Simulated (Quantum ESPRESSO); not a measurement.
The system is CoO.

```
Co O
1.0
     0.00000    2.13150    2.13150
     2.13150    0.00000    2.13150
     2.13150    2.13150    0.00000
Co O
1 1
Direct
  0.00000 0.00000 0.00000
  0.50000 0.50000 0.50000
```

Base run:

```yaml
Program: Quantum ESPRESSO 7.5
Functional: PBEsol
Potentials_or_basis: GBRV 1.5 PBEsol
Cutoff: 762 eV
Density_cutoff: 6095 eV
k_mesh: 8 × 8 × 8
Occupations: fermi-dirac, width 0.05 eV
Spin: collinear spin, ferromagnetic start
Starting_moments: "[2.0, 0.0] μB"
```

Its results: band gap on the k mesh none (metal or under the smearing width); pressure -10.7 GPa; net moment 2.99 μB per cell; site moments Co +2.54; O +0.35 μB.

Problem. The run is repeated on the same cell with these changes: hubbard terms from none to Co d U = 6 eV. What comes out?

Solution. Band gap on the k mesh none (metal or under the smearing width); pressure -4.5 GPa; net moment 2.90 μB per cell; site moments Co +2.58; O +0.22 μB.

Caveats: a cell with one magnetic atom can't hold antiferromagnetic order, which such compounds often take; semilocal functionals often make such compounds metallic where correlation or magnetic order opens a gap, which also shifts bond lengths (some runs).
